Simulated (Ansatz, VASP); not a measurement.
# HfN: VASP beside Ansatz

File POSCAR:

```
HfN
1.0
    3.1339100000      0.0000000000      0.0000000000
   -1.5669500000      2.7140400000      0.0000000000
    0.0000000000      0.0000000000      5.4167700000
Hf N
2 2
Direct
    0.6666666667      0.3333333333      0.7500000000
    0.3333333333      0.6666666667      0.2500000000
    0.0000000000      0.0000000000      0.0000000000
    0.0000000000      0.0000000000      0.5000000000
```

File INCAR.step1:

```
SYSTEM = HfN
  PREC = Accurate
  ENCUT = 520
  ISMEAR = -1
  SIGMA = 0.1
  LREAL = .False.
  LASPH = .True.
  NELM = 60
  NBANDS = 23
  GGA = PE
  ALGO = Normal
  EDIFF = 1E-4
  LWAVE = .True.
  LCHARG = .False.
```

Contents of INCAR.step2:

```
SYSTEM = HfN
  PREC = Accurate
  ENCUT = 520
  EDIFF = 1E-6
  ISMEAR = -1
  SIGMA = 0.1
  LREAL = .False.
  LASPH = .True.
  NELM = 60
  ALGO = Normal
  ISIF = 2
  LWAVE = .False.
  LCHARG = .False.
  METAGGA = R2SCAN
  LMIXTAU = .True.
  NBANDS = 23
  ISTART = 1
```

KPOINTS

```
Automatic mesh
0
Gamma
  8 8 4
  0 0 0
```

Input for Ansatz:

```yaml
crystal:
  lattice:
    - [3.13391, 0.0, 0.0]
    - [-1.56695, 2.71404, 0.0]
    - [0.0, 0.0, 5.41677]
  atoms:
    - { symbol: Hf, position: [0.6666666666666666, 0.3333333333333333, 0.75] }
    - { symbol: Hf, position: [0.3333333333333333, 0.6666666666666666, 0.25] }
    - { symbol: "N", position: [0.0, 0.0, 0.0] }
    - { symbol: "N", position: [0.0, 0.0, 0.5] }
kpoints:
  mp_grid:
    grid: [8, 8, 4]
hamiltonian:
  xc: r2scan
  pseudopotentials:
    kind: paw
scf:
  occupations:
    method: fermi_dirac
    width: 0.1
output:
  stress: true
```

The cell comes from a database or a generator and needn't be the stable form of this composition.

Alike in both runs: task single point; functional r2SCAN; k mesh 8 × 8 × 4; occupations fermi-dirac, width 0.1 eV; no spin polarisation.

```csv
,VASP,Ansatz
version,VASP 6.6.1,Ansatz 0.2.0
potentials or method,"VASP PAW PBE potentials, release 64 (Hf_pv, N)","plane waves, PAW"
plane-wave cutoff (eV),520,500
valence electrons in the cell,30,62
```

```tsv
	VASP	Ansatz	Ansatz less VASP
pressure (GPa)	0.0	2.5	+2.58
largest component of the traceless stress (GPa)	0.02	0.06	+0.038
```

With one functional, cell and mesh, what is left measures potentials, basis and numerics. The two sets of potentials don't hold the same shells in valence.

Caveats: the PAW data sets were made with another functional, which shifts forces and pressure a little (VASP). The runs have no spin-orbit coupling, so splittings on Hf are missing.
